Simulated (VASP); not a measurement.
The system is Cu2O (Cuprite).

```
Cu O
1.0
     4.26000    0.00000    0.00000
     0.00000    4.26000    0.00000
     0.00000    0.00000    4.26000
Cu O
4 2
Direct
  0.75000 0.25000 0.75000
  0.75000 0.75000 0.25000
  0.25000 0.75000 0.75000
  0.25000 0.25000 0.25000
  0.50000 0.50000 0.50000
  0.00000 0.00000 0.00000
```

Base run:

* Program: VASP 6.6.1
* Functional: RPBE
* Potentials or basis: VASP PAW PBE potentials, release 64 (Cu, O)
* Cutoff: 520 eV
* k mesh: 6 × 6 × 6
* Occupations: fermi-dirac, width 0.05 eV
* Spin: no spin polarisation

Its results: band gap on the k mesh 0.54 eV, direct.

Task: The run is repeated on the same cell with these changes: functional from RPBE to rSCAN. What comes out?

Result: Band gap on the k mesh 0.75 eV, direct.

rSCAN gives the wider gap, since meta-GGAs in the generalised Kohn-Sham scheme recover part of the derivative discontinuity.
